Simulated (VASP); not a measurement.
# Dy (P6_3/mmc) in VASP: notebook, part 2 of 2

VASP 6.6.1. The steps go on from the part before.

## (3) Single point, PBEsol, collinear spin, ferromagnetic start

Contents of INCAR:

```
SYSTEM = Dy
PREC     = Accurate       ! precision mode
ENCUT    = 340            ! plane-wave cutoff, eV
EDIFF    = 1E-6           ! SCF threshold, eV
ISMEAR   = 1              ! smearing method
SIGMA    = 0.2            ! smearing width, eV
LREAL    = .False.        ! projectors in reciprocal space
LASPH    = .True.         ! aspherical terms in the spheres
NELM     = 100            ! most SCF steps
ALGO     = Normal         ! electronic algorithm
ISIF     = 2              ! what is computed and relaxed
LWAVE    = .False.        ! write WAVECAR
LCHARG   = .False.        ! write CHGCAR
ISPIN    = 2              ! spin polarisation
MAGMOM   = 5 5            ! initial moments
LORBIT   = 11             ! projections on sites
LMAXMIX  = 6              ! l up to which the mixer works
GGA      = PS             ! functional
ADDGRID  = .False.
```

Contents of KPOINTS:

```
regular mesh
0
Gamma
  5 5 3
  0 0 0
```

Contents of POSCAR:

```
Dy
1.0
    3.5903000000      0.0000000000      0.0000000000
   -1.7951500000      3.1092910072      0.0000000000
    0.0000000000      0.0000000000      5.6475000000
Dy
2
Direct
    0.6666666667      0.3333333333      0.7500000000
    0.3333333333      0.6666666667      0.2500000000
```

Potentials or basis: VASP PAW PBE potentials, release 64 (Dy_3), 4f in core.

Command:

```sh
cat potpaw_PBE.64/Dy_3/POTCAR > POTCAR
mpirun -np 1 vasp_std > vasp.out
```

OUTCAR:

```text
SYSTEM = Dy
   PREC = Accurate
   ENCUT = 340
   EDIFF = 1E-6
   ISMEAR = 1
   LREAL = .False.
   LASPH = .True.
   NELM = 100
   ISIF = 2
   ISPIN = 2
   LORBIT = 11
   GGA = PS

 Found     10 irreducible k-points:

 Following reciprocal coordinates:
            Coordinates               Weight
  0.000000  0.000000  0.000000      1.000000
  0.200000  0.000000  0.000000      6.000000
  0.400000  0.000000  0.000000      6.000000
  0.200000  0.200000  0.000000      6.000000
  0.400000  0.200000  0.000000      6.000000
  0.000000  0.000000  0.333333      2.000000
   k-points           NKPTS =     10   k-points in BZ     NKDIM =     10   number of bands    NBANDS=     18
   number of dos      NEDOS =    301   number of ions     NIONS =      2
   total plane-waves  NPLWV =  20736
   dimension x,y,z NGX =    24 NGY =   24 NGZ =   36
   dimension x,y,z NGXF=    48 NGYF=   48 NGZF=   72
   ions per type =               2
   NGX,Y,Z   is equivalent  to a cutoff of  11.11, 11.11, 10.60 a.u.
   NGXF,Y,Z  is equivalent  to a cutoff of  22.23, 22.23, 21.19 a.u.
 SYSTEM =  Dy
   PREC   = accura    normal or accurate (medium, high low for compatibility)
   ISTART =      0    job   : 0-new  1-cont  2-samecut
   ICHARG =      2    charge: 1-file 2-atom 10-const
[... 202 lines left out ...]
      4     -19.8167      1.00000
      5     -19.8167      1.00000
      6     -19.7995      1.00000
[... 103 lines left out ...]
      5     -19.8442      1.00000
      6     -19.8442      1.00000
[... 10 lines left out ...]
     17       8.4489      0.00000
     18       8.4489      0.00000

 [... further k-points ...]
[... 5 lines left out ...]
  --------------------------------------------------------------------------------------
  -------------------------------------------------------------------------------------
  Total       -0.6002044     -0.6002044     -0.9848458      0.0000000      0.0000000      0.0000000
  in kB      -15.2532161    -15.2532161    -25.0282490      0.0000000      0.0000000      0.0000000
  external PRESSURE =     -18.5115604 kB  Pullay stress =       0.0000000 kB

 VOLUME and BASIS-vectors are now :
 -----------------------------------------------------------------------------
  energy-cutoff  :      340.00
  volume of cell :       63.04
      direct lattice vectors                 reciprocal lattice vectors
     3.590300000  0.000000000  0.000000000     0.278528257  0.160808364  0.000000000
    -1.795150000  3.109291007  0.000000000     0.000000000  0.321616728  0.000000000
     0.000000000  0.000000000  5.647500000     0.000000000  0.000000000  0.177069500

 POSITION                                       TOTAL-FORCE (eV/Angst)
 -----------------------------------------------------------------------------------
      1.79515      1.03643      4.23562        -0.000000      0.000000      0.000000
     -0.00000      2.07286      1.41187         0.000000      0.000000      0.000000
 -----------------------------------------------------------------------------------
    total drift:                               -0.000000      0.000000     -0.000000

  FREE ENERGIE OF THE ION-ELECTRON SYSTEM (eV)
  ---------------------------------------------------
  free  energy   TOTEN  =        -9.8693945593 eV

  energy  without entropy=       -9.8644908881  energy(sigma->0) =       -9.86776000

 total charge

# of ion       s       p       d       tot
------------------------------------------
    1        0.442   6.382   1.107   7.931
    2        0.442   6.382   1.107   7.931
--------------------------------------------------
tot          0.884  12.764   2.214  15.863

 magnetization (x)

# of ion       s       p       d       tot
------------------------------------------
    1        0.009   0.096   0.220   0.325
    2        0.009   0.096   0.220   0.325
--------------------------------------------------
tot          0.018   0.192   0.440   0.650
```

OSZICAR:

```text
N       E                     dE             d eps       ncg     rms          rms(c)
DAV:   1     0.535901198242E+02    0.53590E+02   -0.66770E+03   720   0.661E+02
[... 12 lines left out ...]
DAV:  14    -0.986860631196E+01   -0.25833E-03   -0.19195E-04   740   0.497E-02    0.193E-01
DAV:  15    -0.986876812950E+01   -0.16182E-03   -0.63567E-05   956   0.333E-02    0.177E-01
DAV:  16    -0.986894364523E+01   -0.17552E-03   -0.93547E-05   756   0.365E-02    0.156E-01
DAV:  17    -0.986938369302E+01   -0.44005E-03   -0.18501E-03   782   0.156E-01    0.394E-02
DAV:  18    -0.986939342906E+01   -0.97360E-05   -0.70087E-05  1004   0.454E-02    0.167E-02
DAV:  19    -0.986939478247E+01   -0.13534E-05   -0.47185E-06   800   0.995E-03    0.605E-03
DAV:  20    -0.986939455935E+01    0.22312E-06   -0.51983E-07   372   0.460E-03
   1 F= -.98693946E+01 E0= -.98677600E+01  d E =-.490367E-02  mag=     0.8925
```

stdout:

```text
POSCAR found type information on POSCAR Dy
 POSCAR found :  1 types and       2 ions
 scaLAPACK will be used
 -----------------------------------------------------------------------------
|                                                                             |
|                                                                             |
|     You enforced a specific xc type in the INCAR file but a different       |
|     I HOPE YOU KNOW WHAT YOU ARE DOING!                                     |
|                                                                             |
 -----------------------------------------------------------------------------

 LDA part: xc-table for (Slater+PW92), standard interpolation
 POSCAR, INCAR and KPOINTS ok, starting setup
 FFT: planning ... GRIDC
 FFT: planning ... GRID_SOFT
 FFT: planning ... GRID
 WAVECAR not read
 entering main loop
```

Wall time 21 s (1 thread of Intel Xeon Platinum 8488C (Sapphire Rapids), shared host); peak memory 0.16 GiB.

These settings aren't checked as converged: the numbers below hold their error.

What came out:

```yaml
Free_energy: -9.8694 eV
Pressure: -1.9 GPa
Band_gap_on_the_k_mesh: none (metal or under the smearing width)
Net_moment: 0.89 μB per cell
Site_moments: Dy +0.33 μB
Valence_electrons_inside_the_program's_atomic_spheres: Dy 7.93
```

Caveat: the k mesh is coarse (spacing up to 0.40 Å⁻¹), so the values aren't converged; the magnetic or orbital state may not be the lowest; the PAW data sets were made with another functional, which shifts forces and pressure a little; spin-orbit coupling is left out, which moves the levels of the heavy elements; the 4f electrons are frozen in the core as for a trivalent ion, so they carry no moment and show no levels.

## (4) Single point, PBEsol, collinear spin, ferromagnetic start

INCAR is that of step 3.

KPOINTS is that of step 3.

Contents of POSCAR:

```
Dy
1.0
    3.5903000000      0.0000000000      0.0000000000
   -1.7951500000      3.1092910072      0.0000000000
    0.0000000000      0.0000000000      5.6475000000
Dy
2
Direct
    0.6390340000      0.3471240000      0.7350940000
    0.3239070000      0.6817830000      0.2438910000
```

Command:

```sh
cat potpaw_PBE.64/Dy_3/POTCAR > POTCAR
mpirun -np 1 vasp_std > vasp.out
```

Run time: 37 s. Hardware: 1 thread of Intel Xeon Platinum 8488C (Sapphire Rapids), shared host; peak memory 0.18 GiB.

These settings aren't checked as converged: the numbers below hold their error.

What came out:

```
Free energy                                           : -9.8641 eV
Pressure                                              : -1.9 GPa
Largest force                                         : 0.151 eV/Å
Band gap on the k mesh                                : none (metal or under the smearing width)
Net moment                                            : 0.84 μB per cell
Site moments                                          : Dy +0.31 μB
Valence electrons inside the program's atomic spheres : Dy 7.93
```

Caveat: the k mesh is coarse (spacing up to 0.40 Å⁻¹), so the values aren't converged; the magnetic or orbital state may not be the lowest; the PAW data sets were made with another functional, which shifts forces and pressure a little; spin-orbit coupling is left out, which moves the levels of the heavy elements; the 4f electrons are frozen in the core as for a trivalent ion, so they carry no moment and show no levels.

## (5) Single point, PBEsol, collinear spin, ferromagnetic start

INCAR, as its differences from that of step 4:

```diff
@@ -2,3 +2,3 @@
 PREC     = Accurate       ! precision mode
-ENCUT    = 340            ! plane-wave cutoff, eV
+ENCUT    = 460            ! plane-wave cutoff, eV
 EDIFF    = 1E-6           ! SCF threshold, eV
```

KPOINTS is that of step 4.

Contents of POSCAR:

```
Dy
1.0
    3.5903000000      0.0000000000      0.0000000000
   -1.7951500000      3.1092910072      0.0000000000
    0.0000000000      0.0000000000      5.6475000000
Dy
2
Direct
    0.6666666667      0.3333333333      0.7500000000
    0.3333333333      0.6666666667      0.2500000000
```

Potentials or basis: VASP PAW PBE potentials, release 64 (Dy_3), 4f in core.

Command:

```sh
cat potpaw_PBE.64/Dy_3/POTCAR > POTCAR
mpirun -np 1 vasp_std > vasp.out
```

OUTCAR:

```text
SYSTEM = Dy
   PREC = Accurate
   ENCUT = 460
   EDIFF = 1E-6
   ISMEAR = 1
   LREAL = .False.
   LASPH = .True.
   NELM = 100
   ISIF = 2
   ISPIN = 2
   LORBIT = 11
   GGA = PS

 Found     10 irreducible k-points:

 Following reciprocal coordinates:
            Coordinates               Weight
  0.000000  0.000000  0.000000      1.000000
  0.200000  0.000000  0.000000      6.000000
  0.400000  0.000000  0.000000      6.000000
  0.200000  0.200000  0.000000      6.000000
  0.400000  0.200000  0.000000      6.000000
  0.000000  0.000000  0.333333      2.000000
   k-points           NKPTS =     10   k-points in BZ     NKDIM =     10   number of bands    NBANDS=     18
[... 347 lines left out ...]
 -----------------------------------------------------------------------------
  energy-cutoff  :      460.00
  volume of cell :       63.04
      direct lattice vectors                 reciprocal lattice vectors
     3.590300000  0.000000000  0.000000000     0.278528257  0.160808364  0.000000000
    -1.795150000  3.109291007  0.000000000     0.000000000  0.321616728  0.000000000
     0.000000000  0.000000000  5.647500000     0.000000000  0.000000000  0.177069500

 POSITION                                       TOTAL-FORCE (eV/Angst)
 -----------------------------------------------------------------------------------
      1.79515      1.03643      4.23562         0.000000     -0.000000      0.000000
     -0.00000      2.07286      1.41187        -0.000000      0.000000      0.000000
 -----------------------------------------------------------------------------------
    total drift:                               -0.000000      0.000000     -0.000000

  FREE ENERGIE OF THE ION-ELECTRON SYSTEM (eV)
  ---------------------------------------------------
  free  energy   TOTEN  =        -9.8706100179 eV

  energy  without entropy=       -9.8656770624  energy(sigma->0) =       -9.86896570

 total charge

# of ion       s       p       d       tot
------------------------------------------
    1        0.442   6.382   1.106   7.930
    2        0.442   6.382   1.106   7.930
--------------------------------------------------
tot          0.884  12.765   2.212  15.861

 magnetization (x)

# of ion       s       p       d       tot
------------------------------------------
    1        0.009   0.096   0.219   0.324
    2        0.009   0.096   0.219   0.324
--------------------------------------------------
tot          0.018   0.192   0.439   0.648
```

stdout:

```text
POSCAR found type information on POSCAR Dy
 POSCAR found :  1 types and       2 ions
 scaLAPACK will be used
 -----------------------------------------------------------------------------
|                                                                             |
|                                                                             |
|     You enforced a specific xc type in the INCAR file but a different       |
|     I HOPE YOU KNOW WHAT YOU ARE DOING!                                     |
|                                                                             |
 -----------------------------------------------------------------------------

 LDA part: xc-table for (Slater+PW92), standard interpolation
 POSCAR, INCAR and KPOINTS ok, starting setup
 FFT: planning ... GRIDC
 FFT: planning ... GRID_SOFT
 FFT: planning ... GRID
 WAVECAR not read
 entering main loop
```

It took 29 s on 1 thread of Intel Xeon Platinum 8488C (Sapphire Rapids), shared host; peak memory 0.2 GiB.

These settings aren't checked as converged: the numbers below hold their error.

What came out:

```
Free energy                                           : -9.8706 eV
Pressure                                              : -1.8 GPa
Band gap on the k mesh                                : none (metal or under the smearing width)
Net moment                                            : 0.89 μB per cell
Site moments                                          : Dy +0.32 μB
Valence electrons inside the program's atomic spheres : Dy 7.93
```

Caveat: the k mesh is coarse (spacing up to 0.40 Å⁻¹), so the values aren't converged; the magnetic or orbital state may not be the lowest; the PAW data sets were made with another functional, which shifts forces and pressure a little; spin-orbit coupling is left out, which moves the levels of the heavy elements; the 4f electrons are frozen in the core as for a trivalent ion, so they carry no moment and show no levels.
